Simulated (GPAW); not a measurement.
Runs of GPAW 26.7.0 on SnO2 (Cassiterite). Symmetry: P4_2/mnm, No. 136, tetragonal system. Conventional cell: a = 4.738 Å, b = 4.738 Å, c = 3.187 Å, α = 90.00°, β = 90.00°, γ = 90.00°. Sn (site symmetry mmm) is surrounded by 6 O at 2.05 to 2.06 Å. O (site symmetry m2m) is surrounded by 3 Sn at 2.05 to 2.06 Å. 

```tsv
task	level	potentials or basis	spin	cell	k mesh	cutoff (eV)	smearing	eigensolver	maxiter	optimizer	fmax	max steps	gap on the mesh (eV)	pressure (GPa)	largest force (eV/Å)
relaxation of cell and atoms	OLYP	PAW data sets generated in the run's folder for this functional, pw	off	relaxed	4 × 4 × 5	800	fermi-dirac 0.05 eV	davidson	150	BFGS	0.02 eV/Å	100	0.93	0.0	-
band structure	RPBE	the program's PAW data sets (release 1.2.1) made for this functional, pw	SOC, no magnetisation	as given	4 × 4 × 5	800	fermi-dirac 0.05 eV	-	150	-	-	-	(b)	14.2	0.30
relaxation of cell and atoms	WC	PAW data sets generated in the run's folder for this functional, pw	off	relaxed to 2 GPa	4 × 4 × 5	800	fermi-dirac 0.05 eV	-	150	BFGS	0.02 eV/Å	60	1.12	1.9	0.01
single point	LDA	the program's PAW data sets (release 1.2.1) made for this functional, pw	off	as given	5 × 5 × 7	600	fermi-dirac 0.05 eV	-	120	-	-	-	1.16	-8.0	(a)
dielectric tensor	LDA	the program's PAW data sets (release 1.2.1) made for this functional, pw	off	as given	5 × 5 × 7	600	fermi-dirac 0.001 eV	-	150	-	-	-	1.16	-	-
```

Task: Fill in the values left out.

Result: (a) 0.12; (b) 1.40.

Caveats: spin-orbit coupling is left out, which moves the levels of the heavy elements (some runs); later steps reuse the first step's grids (some runs); spin-orbit coupling was added after a scalar SCF, so levels and gaps hold it while energy, forces, pressure and moments don't (some runs); this program's spin-orbit splittings come out too wide for heavy elements (some runs); the cutoff is short for stress and forces, so pressures can be off by a GPa or more (some runs); the long-wavelength limit can be off by a per cent or two (some runs); an odd mesh through Γ misses points on the zone boundary, where band edges often lie (some runs).

A k mesh can miss the band edges, and rows without SOC leave out spin-orbit coupling on Sn.

Runs at the PBE level aren't shown here.
